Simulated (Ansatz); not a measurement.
A relaxation computed with Ansatz, from input to last step.

```yaml
crystal:
  lattice:
    - [-5.9003693594, 0.0, -2.8977716013]
    - [2.9501846797, 5.1098697569, -2.8977716013]
    - [2.9501846797, -5.1098697569, -2.8977716013]
  atoms:
    - { symbol: Ta, position: [0.6643738888, 0.3291825409, 0.4961758592] }
    - { symbol: Ta, position: [0.329056639, 0.000587822, 0.1662613262] }
    - { symbol: Ta, position: [0.499506824, 0.1684320857, 0.8321943766] }
    - { symbol: Ta, position: [0.9954241188, 0.1597921203, 0.3276001133] }
    - { symbol: Ta, position: [0.4955494143, 0.6611266008, 0.3314076722] }
    - { symbol: Ta, position: [0.167510234, 0.3345035914, 0.0028645946] }
    - { symbol: Ta, position: [0.8333998693, 0.9973583272, 0.6634972797] }
    - { symbol: Ta, position: [0.6590370395, 0.8365032, 0.0027398239] }
    - { symbol: Ta, position: [0.3345073205, 0.497105572, 0.6607223006] }
    - { symbol: Ta, position: [0.1670312417, 0.8303662692, 0.4975779637] }
    - { symbol: Ta, position: [0.0010840907, 0.6692829683, 0.836117785] }
    - { symbol: "N", position: [0.0047531916, 0.5017738182, 0.5002486179] }
    - { symbol: "N", position: [0.6680140658, 0.1646903351, 0.1688979072] }
    - { symbol: "N", position: [0.8341196313, 0.3391375529, 0.8315339886] }
    - { symbol: "N", position: [0.3331630393, 0.336037984, 0.3290611691] }
    - { symbol: "N", position: [0.8356463893, 0.8306813814, 0.3300349363] }
    - { symbol: "N", position: [0.5025406494, 0.4976116569, 0.0027662849] }
    - { symbol: "N", position: [0.1670575705, 0.1701478926, 0.6675683281] }
    - { symbol: "N", position: [0.99932185, 0.9982281953, 0.9997085842] }
    - { symbol: "N", position: [0.6702840375, 0.670207539, 0.6713575021] }
    - { symbol: "N", position: [0.5005361899, 0.0015254728, 0.5041226783] }
    - { symbol: "N", position: [0.1677233705, 0.6711491215, 0.1694881373] }
    - { symbol: "N", position: [0.3360416558, 0.833293244, 0.8365836513] }
  symmetry: { detect: false }
basis:
  ecutwfc: 420
kpoints:
  mp_grid: { grid: [2, 2, 2], shift: [0.5, 0.5, 0.5] }
hamiltonian:
  xc: pbe
scf:
  occupations: { method: gaussian, width: 0.1 }
  lower_state_search: "off"
output:
  forces: true
  stress: true
  eigenvalues: true
relax:
  adjacent_minimum: "off"
  f_tol: 0.04
  max_steps: 50
  cell: { stress_tol: 0.3 }
```

```bash
ansatz run input.yaml --threads 4 --pin off --max-ram 9216MiB --backend cpu --events-out ev --progress --plain --runs-dir out
```

Computed with Ansatz 0.2.0, DFT PBE, scalar-relativistic, plane waves, PAW.

Of 5 frames 5 are shown, positions in Å and forces in eV/Å; the SCF threshold varies from step to step. Steps run on the plane waves of an earlier cell, with a Pulay correction in the pressure. The basis is chosen afresh for the last frame, the zero of the energies, and can be on the way; energy and pressure step there, also at an unchanged geometry.

```xyz
23
Lattice="-5.9004 0.0000 -2.8978 2.9502 5.1099 -2.8978 2.9502 -5.1099 -2.8978" Properties=species:S:1:pos:R:3:forces:R:3 pbc="T T T" step=1 free_energy_over_end_meV_per_atom=60.15 pressure_GPa=-6.10
Ta   -1.4851   -0.8533   -4.3169   -1.6660    0.0890   -1.3530
Ta   -1.4493   -0.8466   -1.4370   -1.3750   -0.6550   -0.3890
Ta    0.0048   -3.3917   -4.3470   -0.0640   -0.2160   -2.7220
Ta   -4.4355   -0.8575   -4.2969    1.9430   -0.0360   -0.8140
Ta    0.0042    1.6848   -4.3121   -0.9740    1.8910   -0.7450
Ta    0.0069    1.6946   -1.4630    0.6660    2.0000    0.3650
Ta   -0.0175    1.7060   -7.2278    0.3490    1.0130   -0.4360
Ta   -1.4126    4.2604   -4.3417   -0.4360   -1.5420   -0.1630
Ta    1.4421   -0.8361   -4.3244    1.6670   -0.9110   -0.5400
Ta    2.9321    1.7005   -4.3321    0.4150   -0.0380    2.2780
Ta    4.4348   -0.8525   -4.3654   -1.1150   -1.3220    1.0890
N     2.9281    0.0078   -2.9174    0.2980   -1.2880   -0.5610
N    -2.9574   -0.0215   -2.9024    0.0940   -0.8240    1.0930
N    -1.4679   -2.5161   -5.8094   -1.0710    0.2380    1.1030
N    -0.0036    0.0357   -2.8927    0.0420   -0.4220    0.2340
N    -1.5063    2.5582   -5.7850    1.2820    0.5490   -0.7680
N    -1.4890    2.5286   -2.9062    1.2820    0.7850    1.1110
N     1.4857   -2.5418   -2.9116   -0.4350   -0.2960    0.3250
N    -0.0021   -0.0076   -8.6854    0.3080    0.1100    0.1300
N     0.0029   -0.0059   -5.8299   -0.1800   -0.0260    0.5440
N    -1.4616   -2.5682   -2.9157   -0.0110    0.0720    0.3530
N     1.4904    2.5634   -2.9220   -1.2290    0.3420   -0.4760
N     2.9437   -0.0168   -5.8127    0.2110    0.4870    0.3400
23
Lattice="-5.9754 -0.0013 -2.8037 2.9892 5.1639 -2.8043 2.9834 -5.1566 -2.7974" Properties=species:S:1:pos:R:3:forces:R:3 pbc="T T T" step=2 free_energy_over_end_meV_per_atom=41.73 pressure_GPa=1.16
Ta   -1.6027   -0.8501   -4.1980    2.1830    0.1540    0.3180
Ta   -1.5313   -0.8754   -1.4096    1.1150    0.5130    0.2660
Ta   -0.0015   -3.4391   -4.3643    0.0240   -0.0420    1.2700
Ta   -4.3891   -0.8424   -4.2442   -2.0940   -0.1730    1.1600
Ta   -0.0556    1.8133   -4.2323    0.9900   -1.7410    0.6840
Ta    0.0461    1.7896   -1.3588   -0.7260   -1.5720   -1.1500
Ta    0.0132    1.7383   -7.0127   -0.4230   -0.7880    0.3550
Ta   -1.4619    4.2302   -4.1577   -0.6940    1.2830   -1.2290
Ta    1.5395   -0.8837   -4.1884   -1.4690    0.9490   -0.3650
Ta    2.9780    1.7328   -4.0263    0.2970    0.0570   -1.4440
Ta    4.4470   -0.9290   -4.1845    0.8030    1.1760   -0.8900
N     3.0072   -0.1022   -2.8622   -0.1320    0.3870    0.4960
N    -3.0283   -0.1370   -2.7452    0.3190    0.6740   -0.2940
N    -1.5944   -2.5070   -5.5404    0.4380   -0.2600   -0.3520
N    -0.0125    0.0677   -2.8208    0.0510   -0.3760    0.2230
N    -1.3821    2.6869   -5.6814   -0.4990   -0.6210    0.4870
N    -1.3579    2.6218   -2.7277   -0.7170   -0.0890   -0.5120
N     1.4181   -2.6290   -2.8006    0.5720    0.3960    0.0730
N     0.0169   -0.0454   -8.4103    0.0580    0.3540    0.1880
N    -0.0255   -0.0061   -5.5957    0.0080   -0.0530    0.0010
N    -1.4177   -2.6121   -2.8245   -0.6590    0.2610    0.2920
N     1.3629    2.6343   -2.8527    0.6020   -0.1250    0.2140
N     2.9896    0.0679   -5.6054   -0.0450   -0.3650    0.2120
23
Lattice="-5.8941 -0.0028 -2.8478 2.9510 5.1069 -2.8509 2.9469 -5.1054 -2.8525" Properties=species:S:1:pos:R:3:forces:R:3 pbc="T T T" step=3 free_energy_over_end_meV_per_atom=-0.40 pressure_GPa=0.53
Ta   -1.5194   -0.8492   -4.2726    0.0260    0.0380   -0.0530
Ta   -1.4799   -0.8566   -1.4243   -0.0530    0.0090    0.0270
Ta    0.0005   -3.4043   -4.3759   -0.0070    0.0150   -0.0290
Ta   -4.3752   -0.8491   -4.2740   -0.0150    0.0050    0.0100
Ta   -0.0222    1.7407   -4.2748   -0.0230   -0.0260    0.0090
Ta    0.0255    1.7405   -1.4210    0.0090   -0.0200   -0.0580
Ta    0.0026    1.7097   -7.1238    0.0200    0.0540   -0.0190
Ta   -1.4479    4.2145   -4.2718   -0.0750   -0.0030   -0.0330
Ta    1.4805   -0.8525   -4.2770    0.0680   -0.0630    0.0350
Ta    2.9523    1.7028   -4.1749   -0.0610    0.0130    0.0040
Ta    4.4016   -0.8926   -4.2784    0.0500    0.0440    0.0390
N     2.9545   -0.0796   -2.8923   -0.0180   -0.0240   -0.0080
N    -2.9543   -0.0837   -2.8100    0.0390    0.0100    0.0450
N    -1.5403   -2.5063   -5.6594   -0.0350   -0.0400    0.0340
N     0.0001    0.0217   -2.8487    0.0060    0.0100   -0.0140
N    -1.4064    2.5987   -5.7382    0.0770   -0.0140   -0.0240
N    -1.3991    2.5867   -2.8097    0.0080    0.0470    0.0360
N     1.4494   -2.5633   -2.8520   -0.0500   -0.0650    0.0180
N     0.0222   -0.0120   -8.5477   -0.0080    0.0000   -0.0290
N    -0.0153   -0.0108   -5.7006   -0.0230    0.0030    0.0090
N    -1.4498   -2.5647   -2.8511    0.0510   -0.0700    0.0270
N     1.4032    2.5873   -2.8887   -0.0060    0.0300   -0.0170
N     2.9494    0.0291   -5.7011    0.0210    0.0480   -0.0100
23
Lattice="-5.8997 -0.0004 -2.8508 2.9504 5.1092 -2.8512 2.9496 -5.1087 -2.8511" Properties=species:S:1:pos:R:3:forces:R:3 pbc="T T T" step=4 free_energy_over_end_meV_per_atom=-0.49 pressure_GPa=0.08
Ta   -1.5207   -0.8480   -4.2751    0.0030    0.0060    0.0000
Ta   -1.4838   -0.8556   -1.4245    0.0020   -0.0020   -0.0010
Ta   -0.0007   -3.4051   -4.3769    0.0040    0.0000   -0.0080
Ta   -4.3801   -0.8480   -4.2763    0.0000   -0.0010    0.0050
Ta   -0.0254    1.7417   -4.2764    0.0000   -0.0030    0.0050
Ta    0.0247    1.7411   -1.4239    0.0010    0.0050   -0.0070
Ta   -0.0001    1.7133   -7.1269   -0.0010   -0.0010    0.0030
Ta   -1.4548    4.2181   -4.2749   -0.0010   -0.0100   -0.0060
Ta    1.4830   -0.8554   -4.2757   -0.0050    0.0020   -0.0040
Ta    2.9496    1.7040   -4.1742    0.0040    0.0000    0.0010
Ta    4.4045   -0.8911   -4.2763   -0.0010   -0.0040   -0.0010
N     2.9548   -0.0815   -2.8915   -0.0040   -0.0080    0.0080
N    -2.9555   -0.0822   -2.8091    0.0020   -0.0040   -0.0040
N    -1.5448   -2.5080   -5.6599   -0.0020    0.0000   -0.0080
N    -0.0006    0.0220   -2.8505    0.0010    0.0020    0.0030
N    -1.4058    2.6011   -5.7425    0.0030    0.0030    0.0090
N    -1.4009    2.5921   -2.8092    0.0020    0.0060   -0.0040
N     1.4469   -2.5696   -2.8505    0.0050    0.0060    0.0040
N     0.0176   -0.0101   -8.5521    0.0080    0.0010   -0.0010
N    -0.0183   -0.0094   -5.7011   -0.0060   -0.0060    0.0000
N    -1.4480   -2.5698   -2.8503   -0.0080    0.0060    0.0040
N     1.4005    2.5920   -2.8910   -0.0030    0.0060    0.0020
N     2.9497    0.0326   -5.7012   -0.0010   -0.0050    0.0000
23
Lattice="-5.8997 -0.0004 -2.8508 2.9504 5.1092 -2.8512 2.9496 -5.1087 -2.8511" Properties=species:S:1:pos:R:3:forces:R:3 pbc="T T T" step=5 free_energy_over_end_meV_per_atom=0.00 pressure_GPa=0.02
Ta   -1.5207   -0.8480   -4.2751    0.0030    0.0060    0.0000
Ta   -1.4838   -0.8556   -1.4245    0.0020   -0.0020   -0.0010
Ta   -0.0007   -3.4051   -4.3769    0.0040    0.0000   -0.0080
Ta   -4.3801   -0.8480   -4.2763    0.0000   -0.0010    0.0050
Ta   -0.0254    1.7417   -4.2764    0.0000   -0.0030    0.0050
Ta    0.0247    1.7411   -1.4239    0.0010    0.0050   -0.0070
Ta   -0.0001    1.7133   -7.1269   -0.0010   -0.0010    0.0030
Ta   -1.4548    4.2181   -4.2749   -0.0010   -0.0100   -0.0060
Ta    1.4830   -0.8554   -4.2757   -0.0050    0.0020   -0.0040
Ta    2.9496    1.7040   -4.1742    0.0040    0.0000    0.0010
Ta    4.4045   -0.8911   -4.2763   -0.0010   -0.0040   -0.0010
N     2.9548   -0.0815   -2.8915   -0.0040   -0.0080    0.0080
N    -2.9555   -0.0822   -2.8091    0.0020   -0.0040   -0.0040
N    -1.5448   -2.5080   -5.6599   -0.0020    0.0000   -0.0080
N    -0.0006    0.0220   -2.8505    0.0010    0.0020    0.0030
N    -1.4058    2.6011   -5.7425    0.0030    0.0030    0.0090
N    -1.4009    2.5921   -2.8092    0.0020    0.0060   -0.0040
N     1.4469   -2.5696   -2.8505    0.0040    0.0060    0.0040
N     0.0176   -0.0101   -8.5521    0.0080    0.0010   -0.0010
N    -0.0183   -0.0094   -5.7011   -0.0060   -0.0060    0.0000
N    -1.4480   -2.5698   -2.8503   -0.0080    0.0060    0.0040
N     1.4005    2.5920   -2.8910   -0.0030    0.0060    0.0020
N     2.9497    0.0326   -5.7012   -0.0010   -0.0050    0.0000
```

The run took 10 s on 4 threads of AMD EPYC 9R45 96-Core Processor (Zen 5) (shared host), peak memory 0.95 GiB.

The k mesh is coarse. Spin–orbit coupling is left out, which can shift energies with elements as heavy as these. Spin polarisation was left out, and a magnetic state may lie lower.